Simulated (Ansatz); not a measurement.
**Rh: further runs on the relaxed cell**

The task here is to estimate one member of a computed series from the others.

Computed with Ansatz 0.2.0 (DFT PBEsol, scalar-relativistic, plane waves, PAW, unless a step's input says otherwise).

1 further run of the same task is left out (set aside as unsound or not needed).

**The structure to begin with**

Symmetry: P6_3/mmc, No. 194, hexagonal system. Conventional cell: a = 2.675 Å, b = 2.675 Å, c = 8.727 Å, α = 90.00°, β = 90.00°, γ = 120.00°. Around Rh (site symmetry -3m) lie 12 Rh at 2.67 to 2.68 Å. Rh (site symmetry -6m2) has 12 Rh at 2.67 to 2.68 Å as nearest neighbours.

As a file:

```cif
data_structure
_symmetry_space_group_name_H-M 'P6_3/mmc'
_symmetry_Int_Tables_number 194
_cell_length_a 2.6754
_cell_length_b 2.6754
_cell_length_c 8.7271
_cell_angle_alpha 90.000
_cell_angle_beta 90.000
_cell_angle_gamma 120.000
_cell_volume 54.10
loop_
_atom_site_label
_atom_site_type_symbol
_atom_site_symmetry_multiplicity
_atom_site_Wyckoff_symbol
_atom_site_fract_x
_atom_site_fract_y
_atom_site_fract_z
_atom_site_occupancy
Rh1 Rh 2 a 0.00000 0.00000 0.00000 1
Rh2 Rh 2 c 0.33333 0.66667 0.25000 1
```

It goes back to an entry of the Materials Project, which need not be the stable form.

It is the result of an earlier relaxation at this level (volume 13.52 Å³/atom; gap on the mesh: none (metal)).

Set-up of the first run:

Input file input.yaml:

```yaml
crystal:
  lattice:
    - [2.6754312347, 0.0, 0.0]
    - [-1.3377156174, 2.3169914153, 0.0]
    - [0.0, 0.0, 8.7271387725]
  atoms:
    - { symbol: Rh, position: [0.0, 0.0, 0.0] }
    - { symbol: Rh, position: [0.3333333333, 0.6666666667, 0.25] }
    - { symbol: Rh, position: [0.0, 0.0, 0.5] }
    - { symbol: Rh, position: [0.6666666667, 0.3333333333, 0.75] }
basis:
  ecutwfc: 420
kpoints:
  mp_grid: { grid: [18, 18, 6] }
  band_path:
    path:
      - [[0.0, 0.0, 0.0], [0.5, 0.0, 0.0], [0.33333333, 0.33333333, 0.0], [0.0, 0.0, 0.0], [0.0, 0.0, 0.5], [0.5, 0.0, 0.5], [0.33333333, 0.33333333, 0.5], [0.0, 0.0, 0.5]]
      - [[0.5, 0.0, 0.5], [0.5, 0.0, 0.0]]
      - [[0.33333333, 0.33333333, 0.5], [0.33333333, 0.33333333, 0.0]]
    npoints: 14
hamiltonian:
  xc: pbesol
scf:
  occupations: { method: gaussian, width: 0.1 }
  n_extra_bands: 10
output:
  forces: true
  stress: true
  eigenvalues: true
  populations: true
  dos: { projected: true, de: 0.02, nscf_kmesh: { grid: [27, 27, 9] } }
  bader: true
```

Command:

```
> ansatz run input.yaml --threads 1 --pin off --max-ram 2560MiB --backend cpu --events-out ev --progress --plain --runs-dir out
```

Among the steps run: Bands, states and charges; The cell scaled to 0.97 of its volume; The cell scaled to 1.03 of its volume; Volume × 0.94; Point at V/V0 = 1.06.

One of the session's tables, all rows but one given; the rest of the session is left out.

It belongs to the step «Fit of the equation of state». 

```
volume (Å³/atom)  energy above the lowest point (meV/atom)  pressure (GPa)
          12.713                                      50.5           21.34
          13.119                                      11.8            9.71
          13.525                                       0.0            0.01
          13.931                                         ?               ?
          14.336                                      40.0          -14.75
```

Estimate the missing values for volume (Å³/atom) = 13.931.

Worked estimate for «energy above the lowest point (meV/atom)». A straight line through the neighbours (13.525, 0.0) and (14.336, 40.0) gives 0.0 + (40.0 − 0.0) × (13.931 − 13.525) / (14.336 − 13.525) = 20.0; a parabola fitted to 3 rows on both sides gives 9.4.

As computed: energy above the lowest point (meV/atom): 10.7; pressure (GPa): -8.05. In «energy above the lowest point (meV/atom)» the line misses by +9.3 and the parabola by -1.3.
